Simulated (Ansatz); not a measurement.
# Pt: the cost of one run

Computed with Ansatz 0.2.0 (DFT PBEsol, scalar-relativistic, plane waves, PAW, unless a step's input says otherwise).

### Step 1. The structure to begin with

The structure is hexagonal, space group P6_3/mmc (No. 194). Conventional cell: a = 2.761 Å, b = 2.761 Å, c = 4.792 Å, α = 90.00°, β = 90.00°, γ = 120.00°. Around Pt (site symmetry -6m2) lie 12 Pt at 2.76 to 2.88 Å.

Structure file:

```xyz
2
Lattice="2.7607 0.0000 0.0000 -1.3803 2.3908 0.0000 0.0000 0.0000 4.7921" Properties=species:S:1:pos:R:3 pbc="T T T"
Pt    1.3803    0.7969    3.5941
Pt    0.0000    1.5939    1.1980
```

The structure comes from the Materials Project (structure only).

### Step 2. A change within the space group

What differs from the listed cell: strain xx, yy, zz, yz, xz, xy = -0.6, -0.6, +5.4, +0.0, +0.0, +0.0 %.

input.yaml

```yaml
crystal:
  lattice:
    - [2.7437979489, 0.0, 0.0]
    - [-1.3718989744, 2.3761987266, 0.0]
    - [0.0, 0.0, 5.0503821013]
  atoms:
    - { symbol: Pt, position: [0.66666667, 0.33333333, 0.75] }
    - { symbol: Pt, position: [0.33333333, 0.66666667, 0.25] }
basis:
  ecutwfc: 420
kpoints:
  mp_grid: { grid: [15, 15, 8] }
hamiltonian:
  xc: pbesol
scf:
  occupations: { method: gaussian, width: 0.1 }
output:
  forces: true
  stress: true
  eigenvalues: true
  populations: true
```

The run is started by

```bash
ansatz run input.yaml --threads 1 --pin off --max-ram 1331MiB --backend cpu --events-out ev --progress --plain --runs-dir out
```

**Question.** How long does this run take on 1 thread of an x86-64 CPU, shared host, and how much memory does it need?

About 2.4 s, with a peak of 0.39 GiB.
